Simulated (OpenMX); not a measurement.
**Pt in OpenMX: the effect of biaxial strain**

Crystal: Pt.

```xyz
1
Lattice="0.0000 1.8825 1.9609 1.8825 0.0000 1.9609 1.8825 1.8825 0.0000" Properties=species:S:1:pos:R:3 pbc="T T T"
Pt    0.0000    0.0000    0.0000
```

Alike in all runs:

- Program: OpenMX 3.8.5
- Task: single point
- Functional: PBE
- Potentials or basis: OpenMX 2013 PBE set, Pt7.0-s3p2d2f1, grid cutoff 400 Ry
- k mesh: 9 × 9 × 9
- Occupations: fermi-dirac, width 0.05 eV
- Spin: no spin polarisation

**Question.** One run gave: pressure 26.4 GPa. Which biaxial strain did it use?
A. 4 %
B. -4 %
C. 2 %
D. 0 %
E. -2 %

**Answer.** E.

```csv
biaxial strain,pressure (GPa)
-4 %,44.2
-2 %,26.4
0 %,12.4
2 %,0.6
4 %,-8.2
```

Caveats: the basis of atomic orbitals isn't converged, which shifts pressures, moduli and gaps.
